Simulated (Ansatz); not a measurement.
## Two Ansatz runs on P

The geometry is COD entry 1534547, unchecked; take it as a test cell.

First run: DFT, LDA, PAW with Ansatz's default frozen-core files, scalar-relativistic (Ansatz 0.2.0).

Command: `ansatz run input.yaml --threads 1 --pin off --max-ram 2048MiB --backend cpu --events-out ev --progress --plain --runs-dir out` The run took 5.5 s on 1 thread of Arm Neoverse V1, on a shared host, peak memory 0.35 GiB.

```yaml
crystal:
  lattice:
    - [4.2729048574, 0.0, 0.0]
    - [0.0, 4.2729048574, 0.0]
    - [0.0, 0.0, 4.378]
  atoms:
    - { symbol: P, position: [0.0, 0.0, 0.0] }
kpoints:
  mp_grid: { grid: [10, 10, 9] }
  band_path:
    path:
      - [0.0, 0.0, 0.0]
      - [0.0, 0.5, 0.0]
      - [0.5, 0.5, 0.0]
      - [0.0, 0.0, 0.0]
      - [0.0, 0.0, 0.5]
      - [0.0, 0.5, 0.5]
      - [0.5, 0.5, 0.5]
      - [0.0, 0.0, 0.5]
      - [0.0, 0.5, 0.0]
    npoints: 5
scf:
  occupations: { method: fermi_dirac, width: 0.08 }
hamiltonian:
  xc: lda
  pseudopotentials: { kind: paw }
output:
  forces: true
  stress: true
  eigenvalues: true
  efg: { contact_densities: true }
```

Result: converged; pressure -4.05 GPa; 6 SCF iterations.

The input is then changed:

```diff
@@ -6,4 +6,5 @@
   atoms:
     - { symbol: P, position: [0.0, 0.0, 0.0] }
+  symmetry: { detect: false }
 kpoints:
   mp_grid: { grid: [10, 10, 9] }
@@ -21,5 +22,6 @@
     npoints: 5
 scf:
-  occupations: { method: fermi_dirac, width: 0.08 }
+  occupations: { method: gaussian, width: 0.01 }
+  lower_state_search: light
 hamiltonian:
   xc: lda
```

Question: What does the second run give?

Answer: It converged; pressure -4.17 GPa; 7 SCF iterations.
